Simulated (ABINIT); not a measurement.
# TiO (F-43m) in ABINIT: a series of runs

One crystal, TiO, is run at these levels: LDA, PBEsol; tasks: single point.

Everything below comes from runs of ABINIT 10.8.3 (patched build). Logs are shortened: lines on timing, memory, paths and dates and some standing lists are left out, and cuts for length are marked. The log counts tension as positive stress, the text compression.

## Step 1: Starting point

Symmetry: F-43m, No. 216, cubic system. Conventional cell: a = 4.939 Å, b = 4.939 Å, c = 4.939 Å, α = 90.00°, β = 90.00°, γ = 90.00°. Around Ti (site symmetry -43m) lie 4 O at 2.14 Å. Around O (site symmetry -43m) lie 4 Ti at 2.14 Å.

The cell comes from a database or a generator and needn't be the stable form of this composition.

## Step 2: Single point, LDA

run.abi reads:

```
# Pseudopotentials
pp_dirpath "./"
pseudos "Ti.upf, O.upf"

# Structure
acell 3*1.0
rprim
     0.0000000000     4.6662849025     4.6662849025
     4.6662849025     0.0000000000     4.6662849025
     4.6662849025     4.6662849025     0.0000000000
ntypat 2
znucl 22 8
natom 2
typat 1 2
xred
     0.0000000000     0.0000000000     0.0000000000
     0.2500000000     0.2500000000     0.2500000000

# Plane-wave basis
ecut 1142.878222 eV

# k points
kptopt 1
ngkpt 7 7 7
nshiftk 1
shiftk 0.0 0.0 0.0

# Exchange and correlation
ixc 7

# Bands and occupations
nband 13
occopt 3
tsmear 0.00183747

# SCF cycle
nstep 100
tolvrs 1.0e-10

# Output
iomode 3
prtwf 0
prteig 0
prtebands 0
prtden 1
prtvha 1
prtvclmb 1
prtpot 1
prtelf 1
```

Potentials or basis: PseudoDojo NC SR LDA v0.4 stringent.

On the command line:

```bash
abinit run.abi > log 2>&1
```

run.abo:

```text
.Version 10.8.3 of ABINIT
 Symmetries : space group F-4 3 m (#216); Bravais cF (face-center cubic)
================================================================================
 Values of the parameters that define the memory need of the present run
     intxc =       0    ionmov =       0      iscf =       7    lmnmax =       6
     lnmax =       6     mgfft =      40  mpssoang =       3    mqgrid =    3001
     natom =       2  nloc_mem =       1    nspden =       1   nspinor =       1
    nsppol =       1      nsym =      24    n1xccc =    2501    ntypat =       2
    occopt =       3   xclevel =       1
       mpw =        2677          nfft =       64000          nkpt =          20
================================================================================
================================================================================

--------------------------------------------------------------------------------
------------- Echo of variables that govern the present computation ------------
--------------------------------------------------------------------------------
 -outvars: echo values of preprocessed input variables --------
            acell      1.0000000000E+00  1.0000000000E+00  1.0000000000E+00 Bohr
              amu      4.78800000E+01  1.59994000E+01
             ecut      4.20000000E+01 Hartree
              ixc           7
         kptrlatt        7    0    0      0    7    0      0    0    7
          kptrlen      4.61938638E+01
            natom           2
            nband          13
            ngfft          40      40      40
             nkpt          20
            nstep         100
             nsym          24
           ntypat           2
           occopt           3
        prtebands           0
           prteig           0
           prtelf           1
           prtpot           1
         prtvclmb           1
           prtvha           1
            prtwf           0
            rprim      0.0000000000E+00  4.6662849025E+00  4.6662849025E+00
                       4.6662849025E+00  0.0000000000E+00  4.6662849025E+00
                       4.6662849025E+00  4.6662849025E+00  0.0000000000E+00
          spgroup         216
           tolvrs      1.00000000E-10
           tsmear      1.83747000E-03 Hartree
            typat      1  2
           xangst      0.0000000000E+00  0.0000000000E+00  0.0000000000E+00
                       1.2346458142E+00  1.2346458142E+00  1.2346458142E+00
            xcart      0.0000000000E+00  0.0000000000E+00  0.0000000000E+00
                       2.3331424513E+00  2.3331424513E+00  2.3331424513E+00
             xred      0.0000000000E+00  0.0000000000E+00  0.0000000000E+00
                       2.5000000000E-01  2.5000000000E-01  2.5000000000E-01
            znucl       22.00000    8.00000

================================================================================

 chkinp: Checking input parameters for consistency.

================================================================================
== DATASET  1 ==================================================================

--- !DatasetInfo
iteration_state: {dtset: 1, }
dimensions: {natom: 2, nkpt: 20, mband: 13, nsppol: 1, nspinor: 1, nspden: 1, mpw: 2677, }
cutoff_energies: {ecut:  42.0, pawecutdg:  -1.0, }
electrons: {nelect:   1.80000000E+01, charge:   0.00000000E+00, occopt:   3.00000000E+00, tsmear:   1.83747000E-03, }
meta: {optdriver: 0, ionmov: 0, optcell: 0, iscf: 7, paral_kgb: 0, }
...

 Exchange-correlation functional for the present dataset will be:
  LDA: Perdew-Wang 92 LSD fit to Ceperley-Alder data - ixc=7
  J.P.Perdew and Y.Wang, PRB 45, 13244 (1992)

 Real(R)+Recip(G) space primitive vectors, cartesian coordinates (Bohr,Bohr^-1):
 R(1)=  0.0000000  4.6662849  4.6662849  G(1)= -0.1071516  0.1071516  0.1071516
 R(2)=  4.6662849  0.0000000  4.6662849  G(2)=  0.1071516 -0.1071516  0.1071516
 R(3)=  4.6662849  4.6662849  0.0000000  G(3)=  0.1071516  0.1071516 -0.1071516
 Unit cell volume ucvol=  2.0320938E+02 bohr^3
 Angles (23,13,12)=  6.00000000E+01  6.00000000E+01  6.00000000E+01 degrees

 getcut: wavevector=  0.0000  0.0000  0.0000  ngfft=  40  40  40
         ecut(hartree)=     42.000   => boxcut(ratio)=   2.07771

--- Pseudopotential description ------------------------------------------------
- pspini: atom type   1  psp file is ./Ti.upf
12 -1012 2 -1 1568                            pspcod,pspxc,lmax,lloc,mmax
     nproj     2     2     2

- pspini: atom type   2  psp file is ./O.upf
12 -1012 2 -1 926                             pspcod,pspxc,lmax,lloc,mmax
     nproj     2     2     1

   3.79600043E+02                                ecore*ucvol(ha*bohr**3)
--------------------------------------------------------------------------------

================================================================================

--- !BeginCycle
iteration_state: {dtset: 1, }
solver: {iscf: 7, nstep: 100, nline: 4, wfoptalg: 0, }
tolerances: {tolvrs: 1.00E-10, }
...

     iter   Etot(hartree)      deltaE(h)  residm     vres2
 ETOT  1  -75.663149475716    -7.566E+01 1.629E-01 1.164E+03
 ETOT  2  -73.527632689396     2.136E+00 1.371E-01 1.149E+04
 ETOT  3  -75.914108493154    -2.386E+00 3.248E-02 8.090E+01
 ETOT  4  -75.930327132444    -1.622E-02 2.493E-02 2.394E+01
 ETOT  5  -75.927859201257     2.468E-03 2.249E-03 4.191E+01
 ETOT  6  -75.930943790815    -3.085E-03 4.152E-03 1.867E+01
 ETOT  7  -75.934331514968    -3.388E-03 3.349E-03 1.391E+00
 ETOT  8  -75.934576477219    -2.450E-04 3.972E-03 1.015E-02
 ETOT  9  -75.934578305589    -1.828E-06 2.251E-03 5.130E-03
 ETOT 10  -75.934579216667    -9.111E-07 2.263E-03 8.795E-06
 ETOT 11  -75.934579237352    -2.068E-08 1.062E-03 2.215E-06
 ETOT 12  -75.934579241827    -4.476E-09 9.822E-04 2.355E-07
 ETOT 13  -75.934579242862    -1.034E-09 4.210E-04 7.743E-09
 ETOT 14  -75.934579243130    -2.681E-10 3.732E-04 1.195E-09
 ETOT 15  -75.934579243200    -6.983E-11 2.523E-04 7.713E-11

 At SCF step   15       vres2   =  7.71E-11 < tolvrs=  1.00E-10 =>converged.

 Compute ELF
--------------------------------------------------------------------------------

 Compute kinetic energy density

 Compute gradient of the electron density
 Electron Localization Function (ELF) [min:0;max:1]
)     Maximum=    8.5375E-01  at reduced coord.    0.9250    0.9500    0.9500
)     Minimum=    1.7399E-04  at reduced coord.    0.0000    0.0000    0.0000
   Integrated=    6.0310E+01

--------------------------------------------------------------------------------
 End of ELF section

 Cartesian components of stress tensor (hartree/bohr^3)
  sigma(1 1)=  1.01573661E-03  sigma(3 2)=  0.00000000E+00
  sigma(2 2)=  1.01573661E-03  sigma(3 1)=  0.00000000E+00
  sigma(3 3)=  1.01573661E-03  sigma(2 1)=  0.00000000E+00

--- !ResultsGS
iteration_state: {dtset: 1, }
comment   : Summary of ground state results
lattice_vectors:
- [  0.0000000,   4.6662849,   4.6662849, ]
- [  4.6662849,   0.0000000,   4.6662849, ]
- [  4.6662849,   4.6662849,   0.0000000, ]
lattice_lengths: [   6.59912,    6.59912,    6.59912, ]
lattice_angles: [ 60.000,  60.000,  60.000, ] # degrees, (23, 13, 12)
lattice_volume:   2.0320938E+02
convergence: {deltae: -6.983E-11, res2:  7.713E-11, residm:  2.523E-04, diffor: null, }
etotal    :  -7.59345792E+01
entropy   :   0.00000000E+00
fermie    :   2.57362548E-01
cartesian_stress_tensor: # hartree/bohr^3
- [  1.01573661E-03,   0.00000000E+00,   0.00000000E+00, ]
- [  0.00000000E+00,   1.01573661E-03,   0.00000000E+00, ]
- [  0.00000000E+00,   0.00000000E+00,   1.01573661E-03, ]
pressure_GPa:  -2.9884E+01
xred      :
- [  0.0000E+00,   0.0000E+00,   0.0000E+00, Ti]
- [  2.5000E-01,   2.5000E-01,   2.5000E-01,  O]
cartesian_forces: # hartree/bohr
- [ -0.00000000E+00,  -0.00000000E+00,  -0.00000000E+00, ]
- [ -0.00000000E+00,  -0.00000000E+00,  -0.00000000E+00, ]
force_length_stats: {min:   0.00000000E+00, max:   0.00000000E+00, mean:   0.00000000E+00, }
...

 Integrated electronic density in atomic spheres:
 ------------------------------------------------
 Atom  Sphere_radius  Integrated_density
    1        2.00000          9.42472712
    2        2.00000          6.10615005
================================================================================

 ----iterations are completed or convergence reached----

 Mean square residual over all n,k,spin=   23.628E-07; max=  25.231E-05
 reduced coordinates (array xred) for    2 atoms
       0.000000000000      0.000000000000      0.000000000000
       0.250000000000      0.250000000000      0.250000000000
 rms dE/dt=  0.0000E+00; max dE/dt=  0.0000E+00; dE/dt below (all hartree)
    1       0.000000000000      0.000000000000      0.000000000000
    2       0.000000000000      0.000000000000      0.000000000000

 cartesian coordinates (angstrom) at end:
    1      0.00000000000000     0.00000000000000     0.00000000000000
    2      1.23464581415427     1.23464581415427     1.23464581415427

 cartesian forces (hartree/bohr) at end:
    1     -0.00000000000000    -0.00000000000000    -0.00000000000000
    2     -0.00000000000000    -0.00000000000000    -0.00000000000000
 frms,max,avg= 0.0000000E+00 0.0000000E+00   0.000E+00  0.000E+00  0.000E+00 h/b

 cartesian forces (eV/Angstrom) at end:
    1     -0.00000000000000    -0.00000000000000    -0.00000000000000
    2     -0.00000000000000    -0.00000000000000    -0.00000000000000
 frms,max,avg= 0.0000000E+00 0.0000000E+00   0.000E+00  0.000E+00  0.000E+00 e/A
 length scales=  1.000000000000  1.000000000000  1.000000000000 bohr
              =  0.529177210544  0.529177210544  0.529177210544 angstroms
 Fermi (or HOMO) energy (hartree) =   0.25736   Average Vxc (hartree)=  -0.39894
 Eigenvalues (hartree) for nkpt=  20  k points:
 kpt#   1, nband= 13, wtk=  0.00292, kpt=  0.0000  0.0000  0.0000 (reduced coord)
  -1.85860   -0.99461   -0.99461   -0.99461   -0.47229    0.03443    0.03443    0.03443
   0.20926    0.26948    0.26948    0.34681    0.34681
      occupation numbers for kpt#   1
   2.00000    2.00000    2.00000    2.00000    2.00000    2.00000    2.00000    2.00000
   2.00000    0.00274    0.00274    0.00000    0.00000
 prteigrs : prtvol=0 or 1, do not print more k-points.

--- !EnergyTerms
iteration_state     : {dtset: 1, }
comment             : Components of total free energy in Hartree
kinetic             :  3.44272714919230E+01
hartree             :  1.90217407258725E+01
xc                  : -1.26505393888767E+01
Ewald energy        : -5.04016563862455E+01
psp_core            :  1.86802422339380E+00
local_psp           : -6.57442965368736E+01
non_local_psp       : -2.45408584931472E+00
internal            : -7.59335417201212E+01
'-kT*entropy'       : -1.03752307858130E-03
total_energy        : -7.59345792431998E+01
total_energy_eV     : -2.06628516521276E+03
band_energy         : -9.93418887707390E+00
...

 Cartesian components of stress tensor (hartree/bohr^3)
  sigma(1 1)=  1.01573661E-03  sigma(3 2)=  0.00000000E+00
  sigma(2 2)=  1.01573661E-03  sigma(3 1)=  0.00000000E+00
  sigma(3 3)=  1.01573661E-03  sigma(2 1)=  0.00000000E+00

-Cartesian components of stress tensor (GPa)         [Pressure= -2.9884E+01 GPa]
- sigma(1 1)=  2.98840029E+01  sigma(3 2)=  0.00000000E+00
- sigma(2 2)=  2.98840029E+01  sigma(3 1)=  0.00000000E+00
- sigma(3 3)=  2.98840029E+01  sigma(2 1)=  0.00000000E+00

== END DATASET(S) ==============================================================
================================================================================

 -outvars: echo values of variables after computation  --------
            acell      1.0000000000E+00  1.0000000000E+00  1.0000000000E+00 Bohr
           etotal     -7.5934579243E+01
            fcart     -0.0000000000E+00 -0.0000000000E+00 -0.0000000000E+00
                      -0.0000000000E+00 -0.0000000000E+00 -0.0000000000E+00
            rprim      0.0000000000E+00  4.6662849025E+00  4.6662849025E+00
                       4.6662849025E+00  0.0000000000E+00  4.6662849025E+00
                       4.6662849025E+00  4.6662849025E+00  0.0000000000E+00
           strten      1.0157366131E-03  1.0157366131E-03  1.0157366131E-03
                       0.0000000000E+00  0.0000000000E+00  0.0000000000E+00
           xangst      0.0000000000E+00  0.0000000000E+00  0.0000000000E+00
                       1.2346458142E+00  1.2346458142E+00  1.2346458142E+00
             xred      0.0000000000E+00  0.0000000000E+00  0.0000000000E+00
                       2.5000000000E-01  2.5000000000E-01  2.5000000000E-01
 Calculation completed.
```

Wall time 28 s (1 thread of Arm Neoverse V2, shared host); peak memory 0.07 GiB.

What came out:

| Quantity | Value |
| --- | --- |
| Free energy | -2066.2852 eV |
| Pressure | -29.9 GPa |
| Band gap on the k mesh | none (metal or under the smearing width) |
| Valence electrons inside the program's atomic spheres | Ti 9.42; O 6.11 |

Caveat: a pressure of tens of GPa on the cell as given is suspect, and the run, the potentials or the cell itself is likely at fault; semilocal functionals often make such compounds metallic where correlation or magnetic order opens a gap, which also shifts bond lengths.

## Step 3: Single point, PBEsol

run.abi reads:

```
pp_dirpath "./"
pseudos "Ti.upf, O.upf"

acell 3*1.0 Angstrom
rprim
     0.0000000000     2.4692916300     2.4692916300
     2.4692916300     0.0000000000     2.4692916300
     2.4692916300     2.4692916300     0.0000000000
ntypat 2
znucl 22 8
natom 2
typat 1 2
xred
     0.0000000000     0.0000000000     0.0000000000
     0.2500000000     0.2500000000     0.2500000000

ecut 1142.878222 eV

kptopt 1
ngkpt 7 7 7
nshiftk 1
shiftk 0.0 0.0 0.0

ixc -116133

nband 13
occopt 3
tsmear 0.05 eV

nstep 100
tolvrs 1.0e-10

iomode 3
prtwf 0
prtden 0
prteig 0
prtebands 0
enunit 1
```

Potentials or basis: PseudoDojo NC SR PBEsol v0.4 stringent.

On the command line:

```bash
abinit run.abi > log 2>&1
```

Wall time 37 s (1 thread of Arm Neoverse V1, shared host); peak memory 0.08 GiB.

It converged, with:

```yaml
Free_energy: -2064.4232 eV
Pressure: -26.2 GPa
Band_gap_on_the_k_mesh: none (metal or under the smearing width)
Valence_electrons_inside_the_program's_atomic_spheres: Ti 9.41; O 6.11
```

Levels at points of the mesh, in eV from the Fermi level:
```tsv
k point	band 6	band 7	band 8	band 9	band 10	band 11	band 12	band 13
(0.00, 0.00, 0.00)	-6.08	-6.08	-6.08	-1.42	0.34	0.34	2.42	2.42
```

Caveat: so large a pressure means that the cell lies far from this level's equilibrium, or that cutoff or potentials fall short; semilocal functionals often make such compounds metallic where correlation or magnetic order opens a gap, which also shifts bond lengths.
